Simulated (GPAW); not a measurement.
# Cu (Fm-3m) in GPAW: further runs

Runs on Cu. Level: PBEsol. Tasks: relaxation of cell and atoms.

Program: GPAW 26.7.0. These are calculated values, not measurements. Logs are shortened: lines on timing, memory, paths and dates and some standing lists are left out, and cuts for length are marked. The log counts tension as positive stress, the text compression.

### Step 1. The crystal as given

It takes space group Fm-3m (No. 225, cubic). Conventional cell: a = 3.615 Å, b = 3.615 Å, c = 3.615 Å, α = 90.00°, β = 90.00°, γ = 90.00°. Cu (site symmetry m-3m) has 12 Cu at 2.56 Å as nearest neighbours.

### Step 2. Relaxation of cell and atoms, PBEsol

Contents of run.py:

```python
from ase import Atoms
from ase.filters import FrechetCellFilter
from ase.io import write
from ase.optimize import BFGS
from gpaw import GPAW, PW, setup_paths

setup_paths.insert(0, '.')

atoms = Atoms(['Cu'],
              cell=[[0.0, 1.8075, 1.8075],
                    [1.8075, 0.0, 1.8075],
                    [1.8075, 1.8075, 0.0]],
              scaled_positions=[[0.0, 0.0, 0.0]],
              pbc=True)

calc = GPAW(mode=PW(600),
            xc='PBEsol',
            kpts={'size': (13, 13, 13), 'gamma': True},
            occupations={'name': 'fermi-dirac', 'width': 0.05},
            nbands=14,
            convergence={'density': 1e-05, 'forces': 0.0001},
            maxiter=150,
            txt='gpaw.txt')
atoms.calc = calc
opt = BFGS(FrechetCellFilter(atoms), trajectory='relax.traj', logfile='-')
done = opt.run(fmax=0.02, steps=60)
calc.write('gs.gpw')
write('result.traj', atoms)
print('Converged:', done)
print('Cell:', atoms.cell.cellpar().round(4))
print('Volume:', round(atoms.get_volume(), 4))
print(atoms.get_scaled_positions().round(5))
```

Potentials or basis: PAW data sets generated in the run's folder for this functional, pw.

Launch:

```bash
> gpaw-setup -f PBEsol Cu
> OMP_NUM_THREADS=1 python run.py
```

gpaw.txt:

```text
__  _  _
 | _ |_)|_||  |
 |__||  | ||/\| - 26.7.0

Input parameters:
  mode=PW(ecut=600.0),
  convergence={'density': 1e-05, 'forces': 0.0001},
  kpts=MonkhorstPack(size=(13, 13, 13), gamma=True),
  maxiter=150,
  nbands=14,
  occupations=Occupations(name='fermi-dirac', width=0.05),
  xc=XC(name='PBEsol')

Diagonalizing LCAO Hamiltonian
Converting LCAO to pw mode

       Cu

Atoms  # Å, Bohr magnetons
|   | symbol |        x |        y |        z |    initial magnetic moments |
|---|--------|----------|----------|----------|-----------------------------|
| 0 |     Cu | 0.000000 | 0.000000 | 0.000000 | ( 0.0000,  0.0000,  0.0000) |

Unit cell  # Å
| periodic |        x |        y |        z |  lengths |    angles |
|----------|----------|----------|----------|----------|-----------|
|      yes | 0.000000 | 1.807500 | 1.807500 | 2.556191 | 60.000000 |
|      yes | 1.807500 | 0.000000 | 1.807500 | 2.556191 | 60.000000 |
|      yes | 1.807500 | 1.807500 | 0.000000 | 2.556191 | 60.000000 |

Number of symmetries: 48
Symmetry operations  # r_c * U_cc + t_c -> r_c
|    | kind |            matrix            |
|----|------|------------------------------|
|  0 |  σ   |  1, 0, 0,  1, 0,-1,  1,-1, 0 |
|  1 |  C2  |  1, 0, 0,  1,-1, 0,  1, 0,-1 |
|  2 |  E   |  1, 0, 0,  0, 1, 0,  0, 0, 1 |
|  3 |  σ   |  1, 0, 0,  0, 0, 1,  0, 1, 0 |
|  4 |  C4  |  1, 0,-1,  1, 0, 0,  1,-1, 0 |
|  5 |  S6  |  1, 0,-1,  1,-1, 0,  1, 0, 0 |
|  6 |  σ   |  1, 0,-1,  0, 1,-1,  0, 0,-1 |
|  7 |  C3  |  1, 0,-1,  0, 0,-1,  0, 1,-1 |
|  8 |  S6  |  1,-1, 0,  1, 0, 0,  1, 0,-1 |
|  9 |  C4  |  1,-1, 0,  1, 0,-1,  1, 0, 0 |
| 10 |  C3  |  1,-1, 0,  0,-1, 1,  0,-1, 0 |
| 11 |  σ   |  1,-1, 0,  0,-1, 0,  0,-1, 1 |
| 12 |  σ   |  0, 1, 0,  1, 0, 0,  0, 0, 1 |
| 13 |  C4  |  0, 1, 0,  0, 1,-1, -1, 1, 0 |
[... 182 lines left out ...]
|          2 |         4.832 |     2.000 |
|          3 |         4.832 |     2.000 |
|          4 |         5.660 |     2.000 |
|          5 |         5.660 |     2.000 |
|          6 |        30.906 |     0.000 |
|          7 |        33.250 |     0.000 |
|          8 |        33.250 |     0.000 |
|          9 |        33.250 |     0.000 |
|         10 |        35.455 |     0.000 |
|         11 |        35.455 |     0.000 |
|         12 |        35.455 |     0.000 |
|         13 |        39.367 |     0.000 |

No gap
No difference between direct/indirect transitions

Stress tensor  # eV/Ang^3
|        x |         y |         z |
|----------|-----------|-----------|
| 0.029591 |  0.000000 |  0.000000 |
| 0.000000 |  0.029591 | -0.000000 |
| 0.000000 | -0.000000 |  0.029591 |

Forces  # eV/Ang
|        x |       y |        z |
|----------|---------|----------|
| -0.00000 | 0.00000 | -0.00000 |  # Cu   0

Interpolating wave functions to new cell

       Cu

Atoms  # Å, Bohr magnetons
|   | symbol |         x |        y |         z |    initial magnetic moments |
|---|--------|-----------|----------|-----------|-----------------------------|
| 0 |     Cu | -0.000000 | 0.000000 | -0.000000 | ( 0.0000,  0.0000,  0.0000) |

Unit cell  # Å
| periodic |         x |         y |        z |  lengths |    angles |
|----------|-----------|-----------|----------|----------|-----------|
|      yes | -0.000000 |  1.798498 | 1.798498 | 2.543461 | 60.000000 |
|      yes |  1.798498 | -0.000000 | 1.798498 | 2.543461 | 60.000000 |
|      yes |  1.798498 |  1.798498 | 0.000000 | 2.543461 | 60.000000 |

Number of symmetries: 48
Symmetry operations  # r_c * U_cc + t_c -> r_c
|    | kind |            matrix            |
|----|------|------------------------------|
|  0 |  σ   |  1, 0, 0,  1, 0,-1,  1,-1, 0 |
|  1 |  C2  |  1, 0, 0,  1,-1, 0,  1, 0,-1 |
|  2 |  E   |  1, 0, 0,  0, 1, 0,  0, 0, 1 |
|  3 |  σ   |  1, 0, 0,  0, 0, 1,  0, 1, 0 |
|  4 |  C4  |  1, 0,-1,  1, 0, 0,  1,-1, 0 |
|  5 |  S6  |  1, 0,-1,  1,-1, 0,  1, 0, 0 |
|  6 |  σ   |  1, 0,-1,  0, 1,-1,  0, 0,-1 |
|  7 |  C3  |  1, 0,-1,  0, 0,-1,  0, 1,-1 |
|  8 |  S6  |  1,-1, 0,  1, 0, 0,  1, 0,-1 |
|  9 |  C4  |  1,-1, 0,  1, 0,-1,  1, 0, 0 |
| 10 |  C3  |  1,-1, 0,  0,-1, 1,  0,-1, 0 |
| 11 |  σ   |  1,-1, 0,  0,-1, 0,  0,-1, 1 |
| 12 |  σ   |  0, 1, 0,  1, 0, 0,  0, 0, 1 |
| 13 |  C4  |  0, 1, 0,  0, 1,-1, -1, 1, 0 |
[... 180 lines left out ...]
|          2 |         4.979 |     2.000 |
|          3 |         4.979 |     2.000 |
|          4 |         5.826 |     2.000 |
|          5 |         5.826 |     2.000 |
|          6 |        31.237 |     0.000 |
|          7 |        33.693 |     0.000 |
|          8 |        33.693 |     0.000 |
|          9 |        33.693 |     0.000 |
|         10 |        35.896 |     0.000 |
|         11 |        35.896 |     0.000 |
|         12 |        35.896 |     0.000 |
|         13 |        39.815 |     0.000 |

No gap
No difference between direct/indirect transitions

Stress tensor  # eV/Ang^3
|        x |        y |        z |
|----------|----------|----------|
| 0.015976 | 0.000000 | 0.000000 |
| 0.000000 | 0.015976 | 0.000000 |
| 0.000000 | 0.000000 | 0.015976 |

Forces  # eV/Ang
|        x |       y |       z |
|----------|---------|---------|
| -0.00000 | 0.00000 | 0.00000 |  # Cu   0

Interpolating wave functions to new cell

       Cu

Atoms  # Å, Bohr magnetons
|   | symbol |         x |        y |         z |    initial magnetic moments |
|---|--------|-----------|----------|-----------|-----------------------------|
| 0 |     Cu | -0.000000 | 0.000000 | -0.000000 | ( 0.0000,  0.0000,  0.0000) |

Unit cell  # Å
| periodic |        x |        y |         z |  lengths |    angles |
|----------|----------|----------|-----------|----------|-----------|
|      yes | 0.000000 | 1.788326 |  1.788326 | 2.529075 | 60.000000 |
|      yes | 1.788326 | 0.000000 |  1.788326 | 2.529075 | 60.000000 |
|      yes | 1.788326 | 1.788326 | -0.000000 | 2.529075 | 60.000000 |

Number of symmetries: 48
Symmetry operations  # r_c * U_cc + t_c -> r_c
|    | kind |            matrix            |
|----|------|------------------------------|
|  0 |  σ   |  1, 0, 0,  1, 0,-1,  1,-1, 0 |
|  1 |  C2  |  1, 0, 0,  1,-1, 0,  1, 0,-1 |
|  2 |  E   |  1, 0, 0,  0, 1, 0,  0, 0, 1 |
|  3 |  σ   |  1, 0, 0,  0, 0, 1,  0, 1, 0 |
|  4 |  C4  |  1, 0,-1,  1, 0, 0,  1,-1, 0 |
|  5 |  S6  |  1, 0,-1,  1,-1, 0,  1, 0, 0 |
|  6 |  σ   |  1, 0,-1,  0, 1,-1,  0, 0,-1 |
|  7 |  C3  |  1, 0,-1,  0, 0,-1,  0, 1,-1 |
|  8 |  S6  |  1,-1, 0,  1, 0, 0,  1, 0,-1 |
|  9 |  C4  |  1,-1, 0,  1, 0,-1,  1, 0, 0 |
| 10 |  C3  |  1,-1, 0,  0,-1, 1,  0,-1, 0 |
| 11 |  σ   |  1,-1, 0,  0,-1, 0,  0,-1, 1 |
| 12 |  σ   |  0, 1, 0,  1, 0, 0,  0, 0, 1 |
| 13 |  C4  |  0, 1, 0,  0, 1,-1, -1, 1, 0 |
[... 180 lines left out ...]
|          2 |         5.149 |     2.000 |
|          3 |         5.149 |     2.000 |
|          4 |         6.019 |     2.000 |
|          5 |         6.019 |     2.000 |
|          6 |        31.617 |     0.000 |
|          7 |        34.200 |     0.000 |
|          8 |        34.200 |     0.000 |
|          9 |        34.200 |     0.000 |
|         10 |        36.403 |     0.000 |
|         11 |        36.403 |     0.000 |
|         12 |        36.403 |     0.000 |
|         13 |        40.328 |     0.000 |

No gap
No difference between direct/indirect transitions

Stress tensor  # eV/Ang^3
|         x |         y |         z |
|-----------|-----------|-----------|
| -0.000819 |  0.000000 | -0.000000 |
|  0.000000 | -0.000819 | -0.000000 |
| -0.000000 | -0.000000 | -0.000819 |

Forces  # eV/Ang
|       x |       y |        z |
|---------|---------|----------|
| 0.00000 | 0.00000 | -0.00000 |  # Cu   0

# Writing to gs.gpw (mode='')
```

stdout:

```text
Step          Energy          fmax
BFGS:    0       -4.229340        0.349482
BFGS:    1       -4.233130        0.185876
BFGS:    2       -4.234384        0.009364
Converged: True
Cell: [ 2.5291  2.5291  2.5291 60.     60.     60.    ]
Volume: 11.4385
[[0. 0. 0.]]
```

Run time: 48 s. Hardware: 1 thread of Arm Neoverse N1, shared host; peak memory 0.16 GiB.

Results:

- Free energy: -4.2344 eV
- Relaxed volume: 11.44 Å³/atom
- Relaxed cell: a = 2.529 Å, b = 2.529 Å, c = 2.529 Å, α = 60.00°, β = 60.00°, γ = 60.00°
- Space group after relaxing (to 0.05 Å): Fm-3m (No. 225)
- Energy gained by relaxing: 5.0 meV/atom
- Ionic steps: 3
- Pressure after relaxing: 0.1 GPa
- Band gap on the k mesh: none (metal or under the smearing width)

The path:
| step | energy change (eV) | largest force (eV/Å) | pressure (GPa) | volume (Å³) |
| --- | --- | --- | --- | --- |
| 1 | 0.0000 | 0.0000 | -4.74 | 11.81 |
| 2 | -0.0038 | 0.0000 | -2.56 | 11.63 |
| 3 | -0.0050 | 0.0000 | 0.13 | 11.44 |

Final structure:
```yaml
crystal:
  lattice:
    - [0.00000, 1.78833, 1.78833]
    - [1.78833, 0.00000, 1.78833]
    - [1.78833, 1.78833, 0.00000]
  atoms:
    - { symbol: Cu, position: [0.00000, 0.00000, 0.00000] }
```

Caveat: with this Cu data set, volumes or pressures lay over 1.5 % or 2 GPa off other programs in two to four cells of ten; later steps reuse the first step's grids.

### Step 3. Relaxation of cell and atoms, PBEsol, target pressure 2 GPa, at which the enthalpy is minimised

Edit run.py of step 2 so:

```diff
@@ -4,2 +4,3 @@
 from ase.optimize import BFGS
+from ase.units import GPa
 from gpaw import GPAW, PW, setup_paths
@@ -24,3 +25,3 @@
 atoms.calc = calc
-opt = BFGS(FrechetCellFilter(atoms), trajectory='relax.traj', logfile='-')
+opt = BFGS(FrechetCellFilter(atoms, scalar_pressure=2 * GPa), trajectory='relax.traj', logfile='-')
 done = opt.run(fmax=0.02, steps=60)
```

Potentials or basis: PAW data sets generated in the run's folder for this functional, pw.

Launch:

```bash
> gpaw-setup -f PBEsol Cu
> OMP_NUM_THREADS=1 python run.py
```

Wall time 49 s (1 thread of Arm Neoverse N1, shared host); peak memory 0.16 GiB.

It converged, with:

* Free energy: -4.2331 eV
* Relaxed volume: 11.30 Å³/atom
* Relaxed cell: a = 2.519 Å, b = 2.519 Å, c = 2.519 Å, α = 60.00°, β = 60.00°, γ = 60.00°
* Space group after relaxing (to 0.05 Å): Fm-3m (No. 225)
* Energy change on relaxing (the enthalpy is what falls): -3.8 meV/atom
* Ionic steps: 3
* Pressure after relaxing: 2.3 GPa
* Band gap on the k mesh: none (metal or under the smearing width)

Step by step:
```
step  energy change (eV)  largest force (eV/Å)  pressure (GPa)  volume (Å³)
   1              0.0000                0.0000           -4.74        11.81
   2             -0.0047                0.0000           -1.59        11.56
   3             -0.0038                0.0000            2.26        11.30
```

Final structure:
```cif
data_structure
_symmetry_space_group_name_H-M 'P 1'
_symmetry_Int_Tables_number 1
_cell_length_a 2.5186
_cell_length_b 2.5186
_cell_length_c 2.5186
_cell_angle_alpha 60.000
_cell_angle_beta 60.000
_cell_angle_gamma 60.000
_cell_volume 11.30
loop_
_atom_site_label
_atom_site_type_symbol
_atom_site_fract_x
_atom_site_fract_y
_atom_site_fract_z
_atom_site_occupancy
Cu1 Cu 0.00000 0.00000 0.00000 1
```

Levels at points of the mesh, in eV from the Fermi level:
| k point | band 3 | band 4 | band 5 | band 6 | band 7 | band 8 | band 9 | band 10 |
| --- | --- | --- | --- | --- | --- | --- | --- | --- |
| (0.00, 0.00, 0.00) | -3.34 | -3.34 | -2.45 | -2.45 | 23.28 | 25.96 | 25.96 | 25.96 |

Caveat: with this Cu data set, volumes or pressures lay over 1.5 % or 2 GPa off other programs in two to four cells of ten; later steps reuse the first step's grids.
